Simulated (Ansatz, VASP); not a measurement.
# Two plane-wave programs on SnO2

```xyz
6
Lattice="4.7215 0.0000 0.0000 0.0000 4.7215 0.0000 0.0000 0.0000 3.1757" Properties=species:S:1:pos:R:3 pbc="T T T"
Sn    0.0000    0.0000    0.0000
Sn    2.3608    2.3608    1.5879
O     1.4430    1.4430    0.0000
O     0.9178    3.8037    1.5879
O     3.2785    3.2785    0.0000
O     3.8037    0.9178    1.5879
```

Change from the starting cell: volume scaled by 0.99, PAW files.

Alike in both runs: task electric field gradients; functional PBE; k mesh 4 × 4 × 6; occupations fermi-dirac, width 0.03 eV; no spin polarisation.

```csv
,VASP,Ansatz
version,VASP 6.6.1,Ansatz 0.2.0
potentials or method,"VASP PAW PBE potentials, release 64 (Sn_d, O)","PAW with Ansatz's default frozen-core files, scalar-relativistic"
plane-wave cutoff (eV),520,420
valence electrons in the cell,52,52
```

Ansatz gave:

- gap on the k mesh at the Fermi level (eV): 1.37
- pressure (GPa): 13.2
- largest component of the traceless stress (GPa): 1.97
- rms of the force components (eV/Å): 0.033
- Vzz of the field gradient on the site that differs most (V/Å²): 57.7

Q: Which values does VASP return?

A: gap on the k mesh at the Fermi level (eV): 1.36; pressure (GPa): 13.9; largest component of the traceless stress (GPa): 2.18; rms of the force components (eV/Å): 0.041; Vzz of the field gradient on the site that differs most (V/Å²): 57.3.

Atom by atom the forces differ by 0.008 eV/Å (rms over components). Ansatz warned: «gradients_without_spin_orbit».

Caveats: spin-orbit coupling is left out, which moves the levels of the heavy elements.
